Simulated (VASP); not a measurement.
# CoO (P3m1) in VASP: further runs

Runs on CoO. Level: PBE. Tasks: single point.

Everything below comes from runs of VASP 6.6.1. Logs are shortened: lines on timing, memory, paths and dates and some standing lists are left out, and cuts for length are marked.

## (1) Starting point

It takes space group P6_3mc (No. 186, hexagonal). Conventional cell: a = 3.198 Å, b = 3.198 Å, c = 5.229 Å, α = 90.00°, β = 90.00°, γ = 120.00°. Co (site symmetry 3m) is surrounded by 4 O at 1.93 to 1.97 Å. O (site symmetry 3m) has 4 Co at 1.93 to 1.97 Å as nearest neighbours.

Measurements of this composition are mostly on another form, of space group No. 225.

## (2) Single point, PBE, collinear spin, ferromagnetic start

Input file INCAR:

```
ADDGRID = F ; ALGO = Normal
EDIFF = 1E-6 ; ENCUT = 550
GGA = PE ; ISIF = 2
ISMEAR = 0 ; ISPIN = 2
LASPH = T ; LCHARG = F
LMAXMIX = 4 ; LORBIT = 11
LREAL = F ; LWAVE = F
MAGMOM = 2 2 0 0 ; NELM = 100
PREC = Accurate ; SIGMA = 0.05
```

Input file KPOINTS:

```
k-points
0
Gamma
  2 2 1
```

Input file POSCAR:

```
CoO
1.0
    3.1976457435      0.0000000000      0.0000000000
   -1.5988228718      2.7692424462      0.0000000000
    0.0000000000      0.0000000000      5.2287097100
Co O
2 2
Direct
    0.3333333333      0.6666666667      0.5033624100
    0.0000000000      0.0000000000      0.0034741400
    0.3333333333      0.6666666667      0.8715556000
    0.0000000000      0.0000000000      0.3716088500
```

Potentials or basis: VASP PAW PBE potentials, release 64 (Co, O).

The run is started by

```bash
$ cat potpaw_PBE.64/Co/POTCAR potpaw_PBE.64/O/POTCAR > POTCAR
$ mpirun -np 1 vasp_std > vasp.out
```

OUTCAR:

```text
EDIFF = 1E-6
   ENCUT = 550
   GGA = PE
   ISIF = 2
   ISMEAR = 0
   ISPIN = 2
   LASPH = T
   LORBIT = 11
   LREAL = F
   NELM = 100
   PREC = Accurate

 Found      2 irreducible k-points:

 Following reciprocal coordinates:
            Coordinates               Weight
  0.000000  0.000000  0.000000      1.000000
  0.500000  0.000000  0.000000      3.000000
   k-points           NKPTS =      2   k-points in BZ     NKDIM =      2   number of bands    NBANDS=     21
   number of dos      NEDOS =    301   number of ions     NIONS =      4
   total plane-waves  NPLWV =  23040
   dimension x,y,z NGX =    24 NGY =   24 NGZ =   40
   dimension x,y,z NGXF=    48 NGYF=   48 NGZF=   80
   ions per type =               2   2
   NGX,Y,Z   is equivalent  to a cutoff of  12.48, 12.48, 12.72 a.u.
   NGXF,Y,Z  is equivalent  to a cutoff of  24.96, 24.96, 25.44 a.u.
 SYSTEM =  unknown system
   PREC   = accura    normal or accurate (medium, high low for compatibility)
   ISTART =      0    job   : 0-new  1-cont  2-samecut
   ICHARG =      2    charge: 1-file 2-atom 10-const
   ISPIN  =      2    spin polarized calculation?
   LNONCOLLINEAR =      F non collinear calculations
   LSORBIT =      F    spin-orbit coupling
   LASPH  =      T    aspherical Exc in radial PAW
   ENCUT  =  550.0 eV  40.42 Ry    6.36 a.u.   6.11  6.11 10.00*2*pi/ulx,y,z
   NELM   =    100;   NELMIN=  2; NELMDL= -5     # of ELM steps
   EDIFF  = 0.1E-05   stopping-criterion for ELM
   LREAL  =      F    real-space projection
   EDIFFG = 0.1E-04   stopping-criterion for IOM
   NSW    =      0    number of steps for IOM
   IBRION =     -1    ionic relax: 0-MD 1-quasi-New 2-CG
   NFREE  =      0    steps in history (QN), initial steepest desc. (CG)
   ISIF   =      2    stress and relaxation
   ISYM   =      2    0-nonsym 1-usesym 2-fastsym
   POTIM  = 0.5000    time-step for ionic-motion
   TEBEG  =    0.0;   TEEND  =   0.0 temperature during run
   PSTRESS=    0.0 pullay stress
   NELECT =      30.0000    total number of electrons
   NUPDOWN=      -1.0000    fix difference up-down
   EMIN   =  10.00;   EMAX   =-10.00  energy-range for DOS
   EFERMI =   0.00;   METHOD = LEGACY
   ISMEAR =     0;   SIGMA  =   0.05  broadening in eV -4-tet -1-fermi 0-gaus
   EFERMI_NEDOS =   21; number of points for ismear=-14 and -15
   IALGO  =     38    algorithm
   IMIX   =      4    mixing-type and parameters
     AMIX     =   0.40;   BMIX     =  1.00
     AMIX_MAG =   1.60;   BMIX_MAG =  1.00
  volume/ion in A,a.u.               =      11.58        78.11
  Fermi-wavevector in a.u.,A,eV,Ry     =   1.416620  2.677023 27.304329  2.006812
  Thomas-Fermi vector in A             =   2.537935
   LORBIT       =     11    0 simple, 1 ext, 2 COOP (PROOUT), +10 PAW based schemes
   GGA     = PE    functional components
   LHFCALC =     F    Hartree Fock is set to
   AEXX    =    0.0000 exact exchange contribution
   IVDW    =     0    specifies the selected vdW correction
   LEPSILON=     F    determine dielectric tensor
   LRPA    =     F    only Hartree local field effects (RPA)
 spin polarized calculation
 Gauss-broadening in eV      SIGMA  =   0.05
  energy-cutoff  :      550.00
  volume of cell :       46.30
 maximum number of plane-waves:      1368
   NGX = 13   NGY = 13   NGZ = 19

 number of electron      30.0000009 magnetization       4.4998940

 Free energy of the ion-electron system (eV)
  ---------------------------------------------------
  ext. energy  EPLUGINS =         0.00000000
  ---------------------------------------------------
  free energy    TOTEN  =       -26.43045308 eV

  energy without entropy =      -26.41969241  energy(sigma->0) =      -26.42507274

 E-fermi :   5.9375     XC(G=0): -11.1213

 val. band max:        5.9190387079   @ k =   0.5000   0.0000   0.0000
 cond. band min:       6.0698963085   @ k =   0.5000   0.0000   0.0000
 fundamental gap:      0.1508576006
 Fermi energy:         5.9374656748

 spin component 1

 k-point     1 :       0.0000    0.0000    0.0000
  band No.  band energies     occupation
      1     -14.0278      1.00000
      2     -13.4041      1.00000
      3      -0.9730      1.00000
      4      -0.0162      1.00000
      5       0.0013      1.00000
      6       0.0013      1.00000
[... 13 lines left out ...]
     20      11.4763      0.00000
     21      13.0891      0.00000

 k-point     2 :       0.5000    0.0000    0.0000
  band No.  band energies     occupation
      1     -13.4224      1.00000
      2     -13.2340      1.00000
      3      -0.8114      1.00000
      4      -0.6573      1.00000
      5       0.1836      1.00000
      6       0.2602      1.00000
[... 13 lines left out ...]
     20      12.0312      0.00000
     21      13.2110      0.00000
 Fermi energy:         5.9374656748

 spin component 2

 k-point     1 :       0.0000    0.0000    0.0000
  band No.  band energies     occupation
      1     -13.7163      1.00000
      2     -13.0767      1.00000
      3      -0.6862      1.00000
      4       0.7648      1.00000
      5       0.9723      1.00000
      6       0.9723      1.00000
[... 13 lines left out ...]
     20      11.9070      0.00000
     21      13.6322      0.00000

 k-point     2 :       0.5000    0.0000    0.0000
  band No.  band energies     occupation
      1     -13.0934      1.00000
      2     -12.8997      1.00000
      3      -0.4156      1.00000
      4      -0.1941      1.00000
      5       0.5460      1.00000
      6       1.0378      1.00000
[... 13 lines left out ...]
     20      12.5929      0.00000
     21      14.0013      0.00000

------------------------ aborting loop because EDIFF is reached ----------------------------------------

  FORCE on cell =-STRESS in cart. coord.  units (eV):
  Direction    XX          YY          ZZ          XY          YZ          ZX
  --------------------------------------------------------------------------------------
  -------------------------------------------------------------------------------------
  Total       -1.2571829     -1.2571829     -2.9846884      0.0000000      0.0000000      0.0000000
  in kB      -43.5033994    -43.5033994   -103.2817811      0.0000000      0.0000000      0.0000000
  external PRESSURE =     -63.4295267 kB  Pullay stress =       0.0000000 kB

 VOLUME and BASIS-vectors are now :
 -----------------------------------------------------------------------------
  energy-cutoff  :      550.00
  volume of cell :       46.30
      direct lattice vectors                 reciprocal lattice vectors
     3.197645743  0.000000000  0.000000000     0.312730077  0.180554794  0.000000000
    -1.598822872  2.769242446  0.000000000     0.000000000  0.361109588  0.000000000
     0.000000000  0.000000000  5.228709710     0.000000000  0.000000000  0.191251773

 POSITION                                       TOTAL-FORCE (eV/Angst)
 -----------------------------------------------------------------------------------
     -0.00000      1.84616      2.63194        -0.000000      0.000000     -0.219071
      0.00000      0.00000      0.01817        -0.000000      0.000000     -0.211921
     -0.00000      1.84616      4.55711         0.000000      0.000000      0.208305
      0.00000      0.00000      1.94303        -0.000000     -0.000000      0.222687
 -----------------------------------------------------------------------------------
    total drift:                               -0.000000     -0.000001     -0.001226

  FREE ENERGIE OF THE ION-ELECTRON SYSTEM (eV)
  ---------------------------------------------------
  free  energy   TOTEN  =       -26.4304530827 eV

  energy  without entropy=      -26.4196924057  energy(sigma->0) =      -26.42507274

 total charge

# of ion       s       p       d       tot
------------------------------------------
    1        0.322   0.446   7.233   8.001
    2        0.322   0.446   7.232   8.000
    3        1.545   3.429   0.000   4.973
    4        1.545   3.429   0.000   4.973
--------------------------------------------------
tot          3.734   7.748  14.466  25.948

 magnetization (x)

# of ion       s       p       d       tot
------------------------------------------
    1        0.012   0.039   1.954   2.005
    2        0.012   0.039   1.961   2.012
    3        0.012   0.158   0.000   0.169
    4        0.011   0.156   0.000   0.168
--------------------------------------------------
tot          0.046   0.392   3.915   4.354
```

It took 29 s on 1 thread of Intel Xeon Platinum 8375C at 2.90GHz (Ice Lake), shared host; peak memory 0.17 GiB.

These settings aren't checked as converged: the numbers below hold their error.

What came out:

```yaml
Free_energy: -26.4305 eV
Pressure: -6.3 GPa
Largest_force: 0.223 eV/Å
Band_gap_on_the_k_mesh: none (metal or under the smearing width)
Net_moment: 4.50 μB per cell
Site_moments: Co +2.00, +2.01; O +0.17 μB
Valence_electrons_inside_the_program's_atomic_spheres: Co 8.00; O 4.97
```

Caveat: the k mesh is coarse (spacing up to 1.20 Å⁻¹), so the values aren't converged; semilocal functionals often make such compounds metallic where correlation or magnetic order opens a gap, which also shifts bond lengths.

## (3) Single point, PBE, collinear spin, ferromagnetic start

INCAR: that of step 2 with these lines changed.

```diff
@@ -1,3 +1,3 @@
 ADDGRID = F ; ALGO = Normal
-EDIFF = 1E-6 ; ENCUT = 550
+EDIFF = 1E-6 ; ENCUT = 250
 GGA = PE ; ISIF = 2
```

Input file KPOINTS:

```
k-points
0
Gamma
  3 3 2
```

POSCAR is that of step 2.

Potentials or basis: VASP PAW PBE potentials, release 64 (Co, O).

The run is started by

```bash
$ cat potpaw_PBE.64/Co/POTCAR potpaw_PBE.64/O/POTCAR > POTCAR
$ mpirun -np 1 vasp_std > vasp.out
```

Run time: 11 s. Hardware: 1 thread of Intel Xeon Platinum 8375C at 2.90GHz (Ice Lake), shared host; peak memory 0.13 GiB.

The run converged, but a check on its numbers failed (symmetry, net force, bounds or a known fault of this set-up), so they aren't taken as properties of the crystal.

Caveat: the k mesh is coarse (spacing up to 0.76 Å⁻¹), so the values aren't converged; the cutoff lies under the usual one of these potentials, so the numbers hold a large basis-set error; a pressure of tens of GPa on the cell as given is suspect, and the run, the potentials or the cell itself is likely at fault; semilocal functionals often make such compounds metallic where correlation or magnetic order opens a gap, which also shifts bond lengths.

## (4) Single point, PBE, collinear spin, ferromagnetic start

INCAR: that of step 3 with these lines changed.

```diff
@@ -1,3 +1,3 @@
 ADDGRID = F ; ALGO = Normal
-EDIFF = 1E-6 ; ENCUT = 250
+EDIFF = 1E-6 ; ENCUT = 700
 GGA = PE ; ISIF = 2
```

Input file KPOINTS:

```
k-points
0
Gamma
  2 2 1
```

POSCAR is that of step 3.

Potentials or basis: VASP PAW PBE potentials, release 64 (Co, O).

The run is started by

```bash
$ cat potpaw_PBE.64/Co/POTCAR potpaw_PBE.64/O/POTCAR > POTCAR
$ mpirun -np 1 vasp_std > vasp.out
```

OUTCAR:

```text
EDIFF = 1E-6
   ENCUT = 700
   GGA = PE
   ISIF = 2
   ISMEAR = 0
   ISPIN = 2
   LASPH = T
   LORBIT = 11
   LREAL = F
   NELM = 100
   PREC = Accurate

 Found      2 irreducible k-points:

 Following reciprocal coordinates:
            Coordinates               Weight
  0.000000  0.000000  0.000000      1.000000
  0.500000  0.000000  0.000000      3.000000
   k-points           NKPTS =      2   k-points in BZ     NKDIM =      2   number of bands    NBANDS=     21
   number of dos      NEDOS =    301   number of ions     NIONS =      4
   total plane-waves  NPLWV =  37632
   dimension x,y,z NGX =    28 NGY =   28 NGZ =   48
   dimension x,y,z NGXF=    56 NGYF=   56 NGZF=   96
   ions per type =               2   2
   NGX,Y,Z   is equivalent  to a cutoff of  14.56, 14.56, 15.26 a.u.
   NGXF,Y,Z  is equivalent  to a cutoff of  29.11, 29.11, 30.52 a.u.
 SYSTEM =  unknown system
[... 165 lines left out ...]
     21      14.0011      0.00000

------------------------ aborting loop because EDIFF is reached ----------------------------------------

  FORCE on cell =-STRESS in cart. coord.  units (eV):
  Direction    XX          YY          ZZ          XY          YZ          ZX
  --------------------------------------------------------------------------------------
  -------------------------------------------------------------------------------------
  Total       -1.3226143     -1.3226143     -3.0410227      0.0000000      0.0000000      0.0000000
  in kB      -45.7675779    -45.7675779   -105.2311681      0.0000000      0.0000000      0.0000000
  external PRESSURE =     -65.5887746 kB  Pullay stress =       0.0000000 kB

 VOLUME and BASIS-vectors are now :
 -----------------------------------------------------------------------------
  energy-cutoff  :      700.00
  volume of cell :       46.30
      direct lattice vectors                 reciprocal lattice vectors
     3.197645743  0.000000000  0.000000000     0.312730077  0.180554794  0.000000000
    -1.598822872  2.769242446  0.000000000     0.000000000  0.361109588  0.000000000
     0.000000000  0.000000000  5.228709710     0.000000000  0.000000000  0.191251773

 POSITION                                       TOTAL-FORCE (eV/Angst)
 -----------------------------------------------------------------------------------
     -0.00000      1.84616      2.63194        -0.000000      0.000000     -0.217453
      0.00000      0.00000      0.01817         0.000000      0.000000     -0.211919
     -0.00000      1.84616      4.55711        -0.000000     -0.000000      0.209730
      0.00000      0.00000      1.94303         0.000000      0.000000      0.219642
 -----------------------------------------------------------------------------------
    total drift:                                0.000000     -0.000000      0.000509

  FREE ENERGIE OF THE ION-ELECTRON SYSTEM (eV)
  ---------------------------------------------------
  free  energy   TOTEN  =       -26.4374957198 eV

  energy  without entropy=      -26.4267311050  energy(sigma->0) =      -26.43211341

 total charge

# of ion       s       p       d       tot
------------------------------------------
    1        0.322   0.445   7.233   8.001
    2        0.322   0.445   7.233   8.000
    3        1.543   3.431   0.000   4.974
    4        1.543   3.431   0.000   4.974
--------------------------------------------------
tot          3.729   7.753  14.466  25.948

 magnetization (x)

# of ion       s       p       d       tot
------------------------------------------
    1        0.012   0.039   1.955   2.006
    2        0.012   0.039   1.960   2.011
    3        0.012   0.157   0.000   0.169
    4        0.011   0.156   0.000   0.168
--------------------------------------------------
tot          0.046   0.392   3.915   4.354
```

stdout:

```text
POSCAR found type information on POSCAR CoO
 POSCAR found :  2 types and       4 ions
 scaLAPACK will be used
 LDA part: xc-table for (Slater+PW92), standard interpolation
 POSCAR, INCAR and KPOINTS ok, starting setup
 FFT: planning ... GRIDC
 FFT: planning ... GRID_SOFT
 FFT: planning ... GRID
 WAVECAR not read
 entering main loop
```

It took 59 s on 1 thread of Intel Xeon Platinum 8375C at 2.90GHz (Ice Lake), shared host; peak memory 0.21 GiB.

The run converged, but some of its settings lie outside the range that counts as converged, so its numbers aren't taken as properties of the crystal.

What came out:

| Quantity | Value |
| --- | --- |
| Free energy | -26.4375 eV |
| Pressure | -6.6 GPa |
| Largest force | 0.220 eV/Å |
| Band gap on the k mesh | none (metal or under the smearing width) |
| Net moment | 4.50 μB per cell |
| Site moments | Co +2.01; O +0.17 μB |
| Valence electrons inside the program's atomic spheres | Co 8.00; O 4.97 |

Caveat: the k mesh is coarse (spacing up to 1.20 Å⁻¹), so the values aren't converged; semilocal functionals often make such compounds metallic where correlation or magnetic order opens a gap, which also shifts bond lengths.

## (5) The reference run

An earlier run on the cell as given: functional PBE; potentials or basis VASP PAW PBE potentials, release 64 (Co, O); cutoff 520 eV; k mesh 10 × 10 × 5; occupations fermi-dirac, width 0.05 eV; collinear spin, ferromagnetic start; starting moments [2.0, 2.0, 0.0, 0.0] μB.

- Pressure: 1.4 GPa
- Largest force: 0.310 eV/Å
- Band gap on the k mesh: none (metal or under the smearing width)
- Net moment: 5.85 μB per cell
- Site moments: Co +2.50; O +0.31 μB
- Valence electrons inside the program's atomic spheres: Co 7.97; O 5.00
